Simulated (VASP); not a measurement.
# GaAs (F-43m) in VASP: a series of runs, part 2 of 2

VASP 6.6.1. The steps go on from the part before.

## Step 4: Single point, HSE06

File POSCAR:

```
GaAs
1.0
    0.0000000000      2.8268500000      2.8268500000
    2.8268500000      0.0000000000      2.8268500000
    2.8268500000      2.8268500000      0.0000000000
As Ga
1 1
Direct
    0.7500000000      0.7500000000      0.7500000000
    0.0000000000      0.0000000000      0.0000000000
```

File INCAR.step1:

```
ALGO = Normal
EDIFF = 1E-5
ENCUT = 500
GGA = PE
ISIF = 2
ISMEAR = 0
LASPH = T
LCHARG = F
LREAL = F
LWAVE = T
NBANDS = 17
NELM = 100
NKRED = 1
PREC = Accurate
SIGMA = 0.01
```

File INCAR.step2:

```
ALGO = Normal
EDIFF = 1E-6
ENCUT = 500
GGA = PE
HFSCREEN = 0.2
ISIF = 2
ISMEAR = 0
ISTART = 1
LASPH = T
LCHARG = F
LHFCALC = T
LREAL = F
LWAVE = F
NBANDS = 17
NELM = 100
NKRED = 1
PREC = Accurate
PRECFOCK = Fast
SIGMA = 0.01
```

File KPOINTS:

```
k-points
0
Gamma
  4 4 4
```

Potentials or basis: VASP PAW PBE potentials, release 64 (As, Ga_d).

Command:

```console
> cat potpaw_PBE.64/As/POTCAR potpaw_PBE.64/Ga_d/POTCAR > POTCAR
> cp INCAR.step1 INCAR
> mpirun -np 1 vasp_std > vasp.out
> cp INCAR.step2 INCAR
> mpirun -np 1 vasp_std > vasp.out
```

OUTCAR:

```text
EDIFF = 1E-6
   ENCUT = 500
   GGA = PE
   HFSCREEN = 0.2
   ISIF = 2
   ISMEAR = 0
   ISTART = 1
   LASPH = T
   LHFCALC = T
   LREAL = F
   NELM = 100
   NKRED = 1
   PREC = Accurate
   PRECFOCK = Fast

 Found      8 irreducible k-points:

 Following reciprocal coordinates:
            Coordinates               Weight
  0.000000  0.000000  0.000000      1.000000
  0.250000  0.000000  0.000000      8.000000
  0.500000  0.000000  0.000000      4.000000
  0.250000  0.250000  0.000000      6.000000
  0.500000  0.250000  0.000000     24.000000
 -0.250000  0.250000  0.000000     12.000000
   k-points           NKPTS =      8   k-points in BZ     NKDIM =     64   number of bands    NBANDS=     17
   number of dos      NEDOS =    301   number of ions     NIONS =      2
   total plane-waves  NPLWV =  27000
   dimension x,y,z NGX =    30 NGY =   30 NGZ =   30
   dimension x,y,z NGXF=    60 NGYF=   60 NGZF=   60
   ions per type =               1   1
   NGX,Y,Z   is equivalent  to a cutoff of  12.48, 12.48, 12.48 a.u.
   NGXF,Y,Z  is equivalent  to a cutoff of  24.95, 24.95, 24.95 a.u.
 SYSTEM =  unknown system
   PREC   = accura    normal or accurate (medium, high low for compatibility)
   ISTART =      1    job   : 0-new  1-cont  2-samecut
   ICHARG =      0    charge: 1-file 2-atom 10-const
[... 58 lines left out ...]
  ext. energy  EPLUGINS =         0.00000000
  ---------------------------------------------------
  free energy    TOTEN  =        -9.74110753 eV

  energy without entropy =       -9.74110753  energy(sigma->0) =       -9.74110753

 E-fermi :   3.5928     XC(G=0):  -7.9352

 val. band max:        3.5091638500   @ k =   0.0000   0.0000   0.0000
 cond. band min:       4.9980737812   @ k =   0.0000   0.0000   0.0000
 fundamental gap:      1.4889099312
 Fermi energy:         3.5928336398

 k-point     1 :       0.0000    0.0000    0.0000
  band No.  band energies     occupation
      1     -13.8835      2.00000
      2     -13.8835      2.00000
      3     -13.8835      2.00000
      4     -13.8027      2.00000
      5     -13.8027      2.00000
      6     -10.4315      2.00000
[... 97 lines left out ...]
      4     -13.8045      2.00000
      5     -13.8029      2.00000
      6      -8.6453      2.00000
[... 9 lines left out ...]
     16      17.4264      0.00000
     17      17.9258      0.00000

 [... further k-points ...]
[... 5 lines left out ...]
  --------------------------------------------------------------------------------------
  -------------------------------------------------------------------------------------
  Total        0.3536237      0.3536237      0.3536237     -0.0000000      0.0000000     -0.0000000
  in kB       12.5404638     12.5404638     12.5404638     -0.0000000      0.0000000     -0.0000000
  external PRESSURE =      12.5404638 kB  Pullay stress =       0.0000000 kB

 VOLUME and BASIS-vectors are now :
 -----------------------------------------------------------------------------
  energy-cutoff  :      500.00
  volume of cell :       45.18
      direct lattice vectors                 reciprocal lattice vectors
     0.000000000  2.826850000  2.826850000    -0.176875321  0.176875321  0.176875321
     2.826850000  0.000000000  2.826850000     0.176875321 -0.176875321  0.176875321
     2.826850000  2.826850000  0.000000000     0.176875321  0.176875321 -0.176875321

 POSITION                                       TOTAL-FORCE (eV/Angst)
 -----------------------------------------------------------------------------------
      4.24027      4.24027      4.24027         0.000000      0.000000      0.000000
      0.00000      0.00000      0.00000        -0.000000     -0.000000     -0.000000
 -----------------------------------------------------------------------------------
    total drift:                                0.000061      0.000069      0.000046

  FREE ENERGIE OF THE ION-ELECTRON SYSTEM (eV)
  ---------------------------------------------------
  free  energy   TOTEN  =        -9.7411075304 eV

  energy  without entropy=       -9.7411075304  energy(sigma->0) =       -9.74110753
```

OUTCAR.step1:

```text
EDIFF = 1E-5
   ENCUT = 500
   GGA = PE
   ISIF = 2
   ISMEAR = 0
[... 233 lines left out ...]
 -----------------------------------------------------------------------------------
      4.24027      4.24027      4.24027         0.000000      0.000000     -0.000000
      0.00000      0.00000      0.00000        -0.000000     -0.000000      0.000000
 -----------------------------------------------------------------------------------
    total drift:                               -0.000002     -0.000002     -0.000002

  FREE ENERGIE OF THE ION-ELECTRON SYSTEM (eV)
  ---------------------------------------------------
  free  energy   TOTEN  =        -8.0730971000 eV

  energy  without entropy=       -8.0730971000  energy(sigma->0) =       -8.07309710
```

OSZICAR.step1:

```text
N       E                     dE             d eps       ncg     rms          rms(c)
DAV:   1     0.827006016299E+02    0.82701E+02   -0.81329E+03   272   0.137E+03
DAV:   2    -0.163587039849E+01   -0.84336E+02   -0.80286E+02   304   0.287E+02
DAV:   3    -0.815494948556E+01   -0.65191E+01   -0.64783E+01   327   0.647E+01
DAV:   4    -0.825700058842E+01   -0.10205E+00   -0.10200E+00   330   0.848E+00
DAV:   5    -0.825848951311E+01   -0.14889E-02   -0.14888E-02   349   0.953E-01    0.297E+00
DAV:   6    -0.809352536691E+01    0.16496E+00   -0.22761E-01   426   0.781E+00    0.180E+00
DAV:   7    -0.807080834129E+01    0.22717E-01   -0.75182E-02   328   0.184E+00    0.584E-01
DAV:   8    -0.807236431370E+01   -0.15560E-02   -0.12434E-02   310   0.118E+00    0.125E-01
DAV:   9    -0.807293644262E+01   -0.57213E-03   -0.11138E-03   317   0.373E-01    0.523E-02
DAV:  10    -0.807303149545E+01   -0.95053E-04   -0.93228E-05   346   0.964E-02    0.288E-02
DAV:  11    -0.807309686597E+01   -0.65371E-04   -0.87723E-05   304   0.704E-02    0.335E-03
DAV:  12    -0.807309710004E+01   -0.23407E-06   -0.14965E-06   217   0.168E-02
   1 F= -.80730971E+01 E0= -.80730971E+01  d E =-.780658E-59
```

It took 3.1 min on 1 thread of Intel Xeon 6975P-C (Granite Rapids), shared host; peak memory 0.26 GiB.

The run converged, but some of its settings lie outside the range that counts as converged, so its numbers aren't taken as properties of the crystal.

What came out:

| Item | Value |
| --- | --- |
| Free energy | -9.7411 eV |
| Pressure | 1.3 GPa |
| Band gap on the k mesh | 1.49 eV, direct |

Caveat: the k mesh is coarse (spacing up to 0.48 Å⁻¹), so the values aren't converged, least of all with exact exchange; the PAW data sets were made with another functional, which shifts forces and pressure a little.

## Step 5: For comparison

An earlier run on the cell as given: functional PBEsol; potentials or basis VASP PAW PBE potentials, release 64 (As, Ga_d); cutoff 520 eV; k mesh 8 × 8 × 8; occupations fermi-dirac, width 0.05 eV; no spin polarisation.

* Pressure: 0.3 GPa
* Band gap on the k mesh: 0.46 eV, direct
